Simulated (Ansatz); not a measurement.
# HfB2 (P6/mmm) in Ansatz: further runs

The runs below take HfB2 through density of states, electric field gradients, with PBE.

All numbers are computed with Ansatz 0.2.0; they aren't measurements. Logs are shortened: lines on timing, memory, paths and dates and some standing lists are left out, and cuts for length are marked.

### 1 The structure

The structure is hexagonal, space group P6/mmm (No. 191). Conventional cell: a = 3.140 Å, b = 3.140 Å, c = 3.480 Å, α = 90.00°, β = 90.00°, γ = 120.00°. Hf (site symmetry 6/mmm) is surrounded by 12 B at 2.51 Å. B (site symmetry -6m2) is surrounded by 3 B at 1.81 Å.

### 2 Density of states, PBE

input.yaml reads:

```yaml
crystal:
  lattice:
    - [3.14, 0.0, 0.0]
    - [-1.57, 2.7193197679, 0.0]
    - [0.0, 0.0, 3.48]
  atoms:
    - { symbol: Hf, position: [0.0, 0.0, 0.0] }
    - { symbol: B, position: [0.6666666667, 0.3333333333, 0.5] }
    - { symbol: B, position: [0.3333333333, 0.6666666667, 0.5] }
kpoints:
  mp_grid: { grid: [10, 10, 8] }
scf:
  occupations: { method: fermi_dirac, width: 0.05 }
hamiltonian:
  xc: pbe
  pseudopotentials: { kind: all_electron, datasets: crystal }
output:
  forces: true
  stress: true
  eigenvalues: true
  dos: { projected: false, de: 0.2, e_range: [-14, 10] }
  elf: true
  volumetric_format: npy
```

Potentials or basis: all-electron PAW datasets made for the crystal.

Started as:

```
> ansatz run input.yaml --threads 2 --pin off --max-ram 6144MiB --backend cpu --events-out ev --progress --plain --runs-dir out
```

The log of the run:

```text
Warning: RAYON_NUM_THREADS=2 ignored (pool sized by the plan → 2); use --threads N
hamiltonian.pseudopotentials.datasets: crystal makes datasets for this crystal and solves the spheres of its atoms anew in each pass: cutoff 400.0 eV, the density's 1600.0 eV; for an error of 0.50 meV an atom under PBE, 1.5 meV for the cell; an energy difference from a run of another recipe may be off by several times the error for the cell, under r2SCAN by more, where some 0.1 meV an atom stays at smaller errors; B in spheres of 0.905 Å, 3 of its electrons in bands; Hf in spheres of 1.376 Å, 26 of its electrons in bands
Engine: ansatz 0.2.0, x86_64-unknown-linux-gnu
Pseudopotentials: kind: all_electron
Pseudopotential: Hf, paw, valence charge 26, recommended cutoff 400 eV (normal), crystal/all_electron/pbe/scalar/gaussian/Hf, Koelling and Harmon's equation, gaussian nucleus
Pseudopotential: B, paw, valence charge 3, recommended cutoff 400 eV (normal), crystal/all_electron/pbe/scalar/gaussian/B, Koelling and Harmon's equation, gaussian nucleus
Functional definition: PBE
  parameter kappa = 0.804
  parameter beta = 0.06672455060314922
  exchange = pbe_x(kappa = kappa, mu = beta*pi^2/3)
  correlation = pbe_c(beta = beta)
Crystal: 3 atoms, lattice volume = 29.715 Å³
Basis set: ecut = 400 eV, 563 PW (Γ), exchange–correlation on 48×48×48 points (8 copies of the dense FFT grid, shifted against one another)
Bands: 20, of which v1, the nominal top of the filled ones, is band 16 counted from 1 (15 counted from 0)
Symmetry: 24 space group operations
Space group: P6/mmm (ITA 191), of the structure as read, at distance tolerance 3.1e-5 Å
k-points: 70 of 800
Non-local potential: Hf, projectors of the file, l = 0: 2, l = 1: 2, l = 2: 1, l = 3: 2
Non-local potential: B, projectors of the file, l = 0: 1, l = 1: 1
PAW form: soft (Blöchl's): semilocal exchange-correlation on the pseudo side does not see the compensation charge
PAW one-centre angular grid: Hf, 590 points (default); XC on its mesh's 1825 points in the sphere
PAW one-centre angular grid: B, 110 points (default); XC on its mesh's 1943 points in the sphere
Initial density: superposition of atomic densities (neutral atoms: chi_scale 0, normalization atom)
Initial wavefunctions: pseudopotential atomic-orbital guess
Functional: x = pbe(κ = 0.804, μ = 0.2195149727645171), c = pbe(β = 0.06672455060314922)
iter 1 solved again at ethr=1.33e-2 eV; its pass at ethr=1.00e-1 eV (dr2=4.25e0 eV) is discarded
SCF iter   1: F=—  HF=-411606.722442 eV  |F-HF|=—  |Δ(HF+E_count)|=         —  Δρ=8.47e-2  dr2=4.10e0  ethr=1.33e-2  ⟨swp⟩=2.0  Hψ=7099  notcnv=0
preconditioner: auto → none  [metal: Δε(μ)=0.102 eV  Ē_g=16.711 eV  σ=0.050 eV  W_gap=0.40  n_scr=8 (ndim 8)  ℏωp=37.3 eV  f_vac=0.000  D(μ)=0.40/eV (n_scr^D=0)  sad-step TF]
SCF iter   2: F=—  HF=-411606.078941 eV  |F-HF|=—  |Δ(HF+E_count)|=   6.44e-1  Δρ=4.99e-2  dr2=1.45e0  ethr=1.28e-2  ⟨swp⟩=3.1  Hψ=2996  notcnv=0  defer=1
SCF iter   3: F=—  HF=-411605.767567 eV  |F-HF|=—  |Δ(HF+E_count)|=   3.11e-1  Δρ=2.03e-2  dr2=2.51e-1  ethr=4.53e-3  ⟨swp⟩=4.3  Hψ=3641  notcnv=0  defer=1
iter 4 solved again at ethr=4.73e-5 eV; its pass at ethr=7.83e-4 eV (dr2=1.51e-2 eV) is discarded
SCF iter   4: F=—  HF=-411605.635615 eV  |F-HF|=—  |Δ(HF+E_count)|=   1.32e-1  Δρ=7.08e-3  dr2=1.48e-2  ethr=4.73e-5  ⟨swp⟩=2.1  Hψ=6593  notcnv=0  defer=2
SCF iter   5: F=—  HF=-411605.647439 eV  |F-HF|=—  |Δ(HF+E_count)|=   1.18e-2  Δρ=2.10e-3  dr2=1.90e-3  ethr=4.61e-5  ⟨swp⟩=3.1  Hψ=3332  notcnv=0  defer=1
SCF iter   6: F=—  HF=-411605.646629 eV  |F-HF|=—  |Δ(HF+E_count)|=   8.10e-4  Δρ=1.17e-3  dr2=8.50e-4  ethr=5.95e-6  ⟨swp⟩=3.2  Hψ=3847  notcnv=0  defer=1
SCF iter   7: F=—  HF=-411605.646430 eV  |F-HF|=—  |Δ(HF+E_count)|=   1.99e-4  Δρ=1.27e-4  dr2=9.69e-6  ethr=2.66e-6  ⟨swp⟩=3.0  Hψ=3574  notcnv=0  defer=1
SCF iter   8: F=—  HF=-411605.646377 eV  |F-HF|=—  |Δ(HF+E_count)|=   5.32e-5  Δρ=5.42e-5  dr2=1.24e-6  ethr=3.03e-8  ⟨swp⟩=3.3  Hψ=3591  notcnv=0
SCF iter   9: F=-411605.646377 eV  HF=-411605.646377 eV  |F-HF|=1.98e-9  |Δ(HF+E_count)|=   1.35e-7  Δρ=2.25e-6  dr2=1.66e-9  ethr=3.87e-9  ⟨swp⟩=3.0  Hψ=2865  notcnv=0
SCF 1 converged in 9 iterations: F = -411605.646376 eV  dr2 = 1.66e-9
  Residual-converged pass: ⟨swp⟩=3.7  Hψ=3182  notcnv=0  max |occ|·‖R‖ = 6.4e-6 eV (tolerance 6.5e-6 eV)  dr2=2.04e-9  dr2_onsite=4.39e-9  max |Δocc| = 2.0e-10
SCF converged after 9 iterations
Free energy (F): -411605.646376 eV
Harris-Foulkes:  -411605.646376 eV  (|F-HF|=1.98e-9)
Internal energy: -411605.643771 eV  (E = F + TS)
E sigma→0 (E₀):  -411605.645074 eV
Entropy (-TS):   -0.002606 eV (-0.869 meV/atom)
Past the cutoff: the bands carry plane waves up to 1.75 times it, of which those up to 1.5 times it add -0.000303 eV an atom, each by itself; the spheres take 0.000177 eV an atom off the energy for waves past 1.75 times it
By the cutoff:   a pressure is off by up to 0.007 GPa (1.2 times the spheres' own share and the shells' term, over an atom's volume, and 0.004 GPa: a bound that held against runs at twice the plane waves)
Past the cutoffs: a stress includes 0.0015 GPa for waves and charges beyond them, in addition to the slope of what the spheres take
In the spheres:  the bands' charges fall short by 4.6e-7 e at most (sound up to 1e-3)
Fermi energy:    20.805708 eV
--- Per-component energies (eV) ---
  E_band       = 140.996860
  E_kinetic    = 332.773775
  E_local      = -4140.982138  (includes V_loc(G=0)·N_el)
  E_nonlocal   = -2176.655958
  E_hartree    = 2159.976433
  E_xc         = -143.916139
  E_vxc        = -187.187208  (∫ρ·V_xc dr)
  E_paw        = -419290.941878  (= ΣΔE_a)
  E_vpaw       = -14788.012318  (= ΣTr[D̂ρ^β])
  E_ewald      = -5127.002568
  E_smearing   = -0.002606  (= −TS)
  E_closure    = 16781.104703  (closes the sum)
  Σ components = -411605.646376   (vs F -411605.646376, Δ=0.00e0)
  The terms above E_closure are by the made datasets' own strengths, without shells solved beside the bands.
--- Forces (eV/Å), atoms counted from 1 ---
  atom   1  Hf    -0.00000000     0.00000000     0.00000000
  atom   2  B     -0.00000000     0.00000000     0.00000000
  atom   3  B     -0.00000000    -0.00000000     0.00000000
  max |Σ_I F_I| component: 5.55e-17 eV/Å
--- Stress (GPa, compression-positive) ---
        1.278122       0.000000       0.000000
        0.000000       1.278122       0.000000
        0.000000       0.000000       1.852583
  P = ⅓ Tr σ = 1.4696 GPa (14.696 kbar)
--- Band table (eV; the first three rows and the last of 70) ---
  k-point 0: bands = ["-40.8917", "-9.7509", "-9.2777", "-9.2777", "7.1534", "9.1401", "9.1512", "9.1713", "9.1713", "9.1718", "9.1718", "9.2610", "17.8861", "17.9854", "17.9854", "18.1594", "24.9050", "24.9050"]
  k-point 1: bands = ["-40.8907", "-9.7923", "-9.2747", "-9.2747", "7.3978", "9.1378", "9.1512", "9.1687", "9.1687", "9.1745", "9.1745", "9.2610", "16.4064", "18.1458", "18.1458", "19.5575", "23.5713", "23.5713"]
  k-point 2: bands = ["-40.8882", "-9.8904", "-9.2675", "-9.2675", "8.0717", "9.1355", "9.1511", "9.1611", "9.1611", "9.1821", "9.1821", "9.2610", "14.7669", "18.6092", "18.6092", "21.0527", "22.2817", "22.2817"]
  k-point 69: bands = ["-40.8309", "-9.8319", "-9.8319", "-9.6917", "9.1417", "9.1535", "9.1640", "9.1695", "9.1716", "9.1824", "9.2337", "11.3288", "12.3267", "15.4377", "17.5980", "17.6977", "25.3797", "26.4381"]
```

It took 21 s on 2 threads of Intel Xeon at 2.50GHz (Skylake/Cascade Lake), shared host; peak memory 0.59 GiB.

Results:

| Item | Value |
| --- | --- |
| Free energy | -411605.6464 eV |
| Pressure | 1.5 GPa |
| Band gap on the k mesh | none (metal or under the smearing width) |

States per cell in windows of 0.5 eV (zero at the Fermi level; states under -8 eV left out):
| from (eV) | total |
| --- | --- |
| -8.0 | 0.37 |
| -7.5 | 0.31 |
| -7.0 | 0.33 |
| -6.5 | 0.38 |
| -6.0 | 0.34 |
| -5.5 | 0.57 |
| -5.0 | 0.53 |
| -4.5 | 0.73 |
| -4.0 | 1.07 |
| -3.5 | 0.73 |
| -3.0 | 0.75 |
| -2.5 | 0.50 |
| -2.0 | 0.44 |
| -1.5 | 0.31 |
| -1.0 | 0.16 |
| -0.5 | 0.07 |
| 0.0 | 0.09 |
| 0.5 | 0.22 |
| 1.0 | 0.41 |
| 1.5 | 0.57 |
| 2.0 | 0.52 |
| 2.5 | 0.54 |
| 3.0 | 0.64 |
| 3.5 | 0.63 |
| 4.0 | 0.78 |
| 4.5 | 0.92 |
| 5.0 | 0.89 |
| 5.5 | 0.66 |
| 6.0 | 0.48 |
| 6.5 | 0.53 |
| 7.0 | 0.10 |
| 7.5 | 0.03 |

Caveat: the program warned that the printed levels may be off, so bands, gaps and densities of states are rough; the density of states is complete only up to the lowest level of the last band computed.

### 3 Electric field gradients, PBE

Edit input.yaml of step 2 so:

```diff
@@ -20,3 +20,3 @@
   eigenvalues: true
-  dos: { projected: false, de: 0.2, e_range: [-14, 10] }
+  efg: {}
   elf: true
```

Potentials or basis: all-electron PAW datasets made for the crystal.

Started as:

```
> ansatz run input.yaml --threads 2 --pin off --max-ram 6144MiB --backend cpu --events-out ev --progress --plain --runs-dir out
```

The log of the run:

```text
Warning: RAYON_NUM_THREADS=2 ignored (pool sized by the plan → 2); use --threads N
hamiltonian.pseudopotentials.datasets: crystal makes datasets for this crystal and solves the spheres of its atoms anew in each pass: cutoff 400.0 eV, the density's 1600.0 eV; for an error of 0.50 meV an atom under PBE, 1.5 meV for the cell; an energy difference from a run of another recipe may be off by several times the error for the cell, under r2SCAN by more, where some 0.1 meV an atom stays at smaller errors; B in spheres of 0.905 Å, 3 of its electrons in bands; Hf in spheres of 1.376 Å, 26 of its electrons in bands
Hf: output.efg is read without spin–orbit coupling, which moves field gradients at and beside such atoms by some per cent and up to a factor of two; PAW files take it under magnetization.noncollinear and magnetization.spin_orbit
Engine: ansatz 0.2.0, x86_64-unknown-linux-gnu
Pseudopotentials: kind: all_electron
Pseudopotential: Hf, paw, valence charge 26, recommended cutoff 400 eV (normal), crystal/all_electron/pbe/scalar/gaussian/Hf, Koelling and Harmon's equation, gaussian nucleus
Pseudopotential: B, paw, valence charge 3, recommended cutoff 400 eV (normal), crystal/all_electron/pbe/scalar/gaussian/B, Koelling and Harmon's equation, gaussian nucleus
Functional definition: PBE
  parameter kappa = 0.804
  parameter beta = 0.06672455060314922
  exchange = pbe_x(kappa = kappa, mu = beta*pi^2/3)
  correlation = pbe_c(beta = beta)
Crystal: 3 atoms, lattice volume = 29.715 Å³
Basis set: ecut = 400 eV, 563 PW (Γ), exchange–correlation on 48×48×48 points (8 copies of the dense FFT grid, shifted against one another)
Bands: 20, of which v1, the nominal top of the filled ones, is band 16 counted from 1 (15 counted from 0)
Symmetry: 24 space group operations
Space group: P6/mmm (ITA 191), of the structure as read, at distance tolerance 3.1e-5 Å
[... 45 lines left out ...]
  E_ewald      = -5127.002568
  E_smearing   = -0.002606  (= −TS)
  E_closure    = 16781.104703  (closes the sum)
  Σ components = -411605.646376   (vs F -411605.646376, Δ=0.00e0)
  The terms above E_closure are by the made datasets' own strengths, without shells solved beside the bands.
--- Forces (eV/Å), atoms counted from 1 ---
  atom   1  Hf    -0.00000000     0.00000000     0.00000000
  atom   2  B     -0.00000000     0.00000000     0.00000000
  atom   3  B     -0.00000000    -0.00000000     0.00000000
  max |Σ_I F_I| component: 5.55e-17 eV/Å
--- Stress (GPa, compression-positive) ---
        1.278122       0.000000       0.000000
        0.000000       1.278122       0.000000
        0.000000       0.000000       1.852583
  P = ⅓ Tr σ = 1.4696 GPa (14.696 kbar)
--- PAW observables at the nuclei: V_zz in 10²¹ V/m², potentials from the cell's mean, atoms counted from 1 ---
  atom   1  Hf V_zz =   +10.692677   η = 0.0000   by run symmetry: allowed
            electrostatic potential = -14184.324794 V   contact ρ = 7525144.458476 e/Å³
  atom   2  B  V_zz =    +0.093028   η = 0.0000   by run symmetry: allowed
            electrostatic potential = -336.226583 V   contact ρ = 485.988428 e/Å³
  atom   3  B  V_zz =    +0.093028   η = 0.0000   by run symmetry: allowed
            electrostatic potential = -336.226583 V   contact ρ = 485.988428 e/Å³
--- Band table (eV; the first three rows and the last of 70) ---
  k-point 0: bands = ["-40.8917", "-9.7509", "-9.2777", "-9.2777", "7.1534", "9.1401", "9.1512", "9.1713", "9.1713", "9.1718", "9.1718", "9.2610", "17.8861", "17.9854", "17.9854", "18.1594", "24.9050", "24.9050"]
  k-point 1: bands = ["-40.8907", "-9.7923", "-9.2747", "-9.2747", "7.3978", "9.1378", "9.1512", "9.1687", "9.1687", "9.1745", "9.1745", "9.2610", "16.4064", "18.1458", "18.1458", "19.5575", "23.5713", "23.5713"]
  k-point 2: bands = ["-40.8882", "-9.8904", "-9.2675", "-9.2675", "8.0717", "9.1355", "9.1511", "9.1611", "9.1611", "9.1821", "9.1821", "9.2610", "14.7669", "18.6092", "18.6092", "21.0527", "22.2817", "22.2817"]
  k-point 69: bands = ["-40.8309", "-9.8319", "-9.8319", "-9.6917", "9.1417", "9.1535", "9.1640", "9.1695", "9.1716", "9.1824", "9.2337", "11.3288", "12.3267", "15.4377", "17.5980", "17.6977", "25.3797", "26.4381"]
```

Wall time 22 s (2 threads of Intel Xeon at 2.50GHz (Skylake/Cascade Lake), shared host); peak memory 0.6 GiB.

Results:

```
Free energy            : -411605.6464 eV
Pressure               : 1.5 GPa
Band gap on the k mesh : none (metal or under the smearing width)
```

Stress tensor (GPa, compression positive):
```
1.28 0.00 0.00
0.00 1.28 0.00
0.00 0.00 1.85
```

### 4 Density of states, PBE

Edit input.yaml of step 3 so:

```diff
@@ -20,4 +20,2 @@
   eigenvalues: true
-  efg: {}
-  elf: true
-  volumetric_format: npy
+  dos: { projected: false, de: 0.1, e_range: [-20, 10] }
```

Started as:

```
> ansatz run input.yaml --threads 2 --pin off --max-ram 6144MiB --backend cpu --events-out ev --progress --plain --runs-dir out
```

Wall time 22 s (2 threads of Intel Xeon at 2.50GHz (Skylake/Cascade Lake), shared host); peak memory 0.59 GiB.

It converged, with:

| Quantity | Value |
| --- | --- |
| Free energy | -411605.6464 eV |
| Pressure | 1.5 GPa |
| Band gap on the k mesh | none (metal or under the smearing width) |

Stress tensor (GPa, compression positive):
```
1.28 0.00 0.00
0.00 1.28 0.00
0.00 0.00 1.85
```

Levels at points of the mesh, in eV from the Fermi level:
| k point | band 13 | band 14 | band 15 | band 16 | band 17 | band 18 |
| --- | --- | --- | --- | --- | --- | --- |
| (0.00, 0.00, 0.00) | -2.92 | -2.82 | -2.82 | -2.65 | 4.10 | 4.10 |
| (0.00, 0.00, -0.50) | -8.27 | -1.06 | -1.06 | 0.40 | 0.40 | 1.07 |
| (0.00, -0.50, 0.00) | -8.89 | -4.05 | -3.30 | -2.78 | 2.25 | 2.80 |
| (0.00, -0.50, -0.50) | -7.37 | -4.88 | -4.63 | -2.59 | 4.13 | 4.24 |

States per cell in windows of 0.5 eV (zero at the Fermi level; states under -8 eV left out):
```
from (eV)  total
     -8.0   0.37
     -7.5   0.30
     -7.0   0.33
     -6.5   0.38
     -6.0   0.35
     -5.5   0.59
     -5.0   0.53
     -4.5   0.75
     -4.0   1.09
     -3.5   0.68
     -3.0   0.76
     -2.5   0.49
     -2.0   0.43
     -1.5   0.30
     -1.0   0.14
     -0.5   0.07
      0.0   0.10
      0.5   0.23
      1.0   0.43
      1.5   0.57
      2.0   0.51
      2.5   0.55
      3.0   0.65
      3.5   0.63
      4.0   0.81
      4.5   0.92
      5.0   0.87
      5.5   0.65
      6.0   0.47
      6.5   0.51
      7.0   0.06
      7.5   0.03
```

Caveat: the program warned that the printed levels may be off, so bands, gaps and densities of states are rough; the density of states is complete only up to the lowest level of the last band computed. Spin-orbit coupling is left out, which matters for the levels of Hf.
